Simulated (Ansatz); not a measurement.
B (simple hexagonal type), DFT, PBE, all-electron LAPW, scalar-relativistic (Ansatz 0.2.0), on 1 thread of Intel(R) Xeon(R) Platinum 8488C (Sapphire Rapids) (shared host).

Command: `ansatz run input.yaml --threads 1 --pin off --max-ram 3584MiB --backend cpu --events-out ev --progress --plain --runs-dir out`

```yaml
crystal:
  lattice:
    - [1.6921433282, 0.0, 0.0]
    - [-0.8460716641, 1.4654391091, 0.0]
    - [0.0, 0.0, 1.8237452031]
  atoms:
    - { symbol: B, position: [0.0, 0.0, 0.0] }
kpoints:
  mp_grid: { grid: [24, 24, 22] }
scf:
  occupations: { method: fermi_dirac, width: 0.08 }
hamiltonian:
  xc: pbe
  pseudopotentials: { kind: all_electron, lapw: { basis_error: 0.0005 } }
output:
  forces: true
  stress: true
  eigenvalues: true
relax:
  f_tol: 0.005
  max_steps: 12
  cell: { p_target: 160.0, stress_tol: 0.08 }
```

(1) How large is the problem that the program sets up?

(2) About how long does it take?

## Answers

(1) 732 irreducible k-points, 83 plane waves at Γ, 7 bands.

(2) 42 s of wall time for 11 SCF iterations over 3 geometries. Times on shared machines scatter by tens of per cent.
